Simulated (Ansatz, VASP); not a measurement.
Cr: VASP beside Ansatz

Contents of INCAR:

```
SYSTEM = Cr
PREC     = Accurate       ! precision mode
ENCUT    = 600            ! plane-wave cutoff, eV
EDIFF    = 1E-6           ! SCF threshold, eV
ISMEAR   = -1             ! smearing method
SIGMA    = 0.08           ! smearing width, eV
LREAL    = .False.        ! projectors in reciprocal space
LASPH    = .True.         ! aspherical terms in the spheres
NELM     = 60             ! most SCF steps
ALGO     = Normal         ! electronic algorithm
ISIF     = 3              ! what is computed and relaxed
LWAVE    = .False.        ! write WAVECAR
LCHARG   = .False.        ! write CHGCAR
GGA      = PE             ! functional
IBRION   = 2              ! ionic algorithm
NSW      = 60             ! ionic steps
EDIFFG   = -0.005         ! ionic threshold
```

KPOINTS

```
regular mesh
0
Gamma
  21 21 21
  0 0 0
```

File POSCAR:

```
Cr
1.0
   -1.4326509582      1.4326509582      1.4326509582
    1.4326509582     -1.4326509582      1.4326509582
    1.4326509582      1.4326509582     -1.4326509582
Cr
1
Direct
    0.0000000000      0.0000000000      0.0000000000
```

Input for Ansatz:

```yaml
crystal:
  lattice:
    - [-1.4326509582, 1.4326509582, 1.4326509582]
    - [1.4326509582, -1.4326509582, 1.4326509582]
    - [1.4326509582, 1.4326509582, -1.4326509582]
  atoms:
    - { symbol: Cr, position: [0.0, 0.0, 0.0] }
kpoints:
  mp_grid: { grid: [21, 21, 21] }
scf:
  occupations: { method: fermi_dirac, width: 0.08 }
hamiltonian:
  xc: pbe
  pseudopotentials: { kind: paw }
output:
  forces: true
  stress: true
  write_density: true
  write_potential: true
  elf: true
  volumetric_format: npy
relax:
  f_tol: 0.005
  max_steps: 40
  cell: {}
```

Alike in both runs: task relaxation of cell and atoms; functional PBE; k mesh 21 × 21 × 21; occupations fermi-dirac, width 0.08 eV; no spin polarisation.

```csv
,VASP,Ansatz
version,VASP 6.6.1,Ansatz 0.2.0
potentials or method,"VASP PAW PBE potentials, release 64 (Cr_pv)","PAW with Ansatz's default frozen-core files, scalar-relativistic"
plane-wave cutoff (eV),600,420
valence electrons in the cell,12,14
```

```tsv
	VASP	Ansatz	Ansatz less VASP
relaxed volume (Å³/atom)	11.53	11.56	+0.022
relaxed cell length with the largest relative difference (Å)	2.465	2.467	+0.0016
energy change over the relaxation (meV/atom)	-4	-3	+0.7
```

The two sets of potentials don't hold the same shells in valence.

Caveats: the run has no spin polarisation, though such a crystal can be magnetic. Spin polarisation is off, so any magnetic state and its effect on volume and gap are missing.
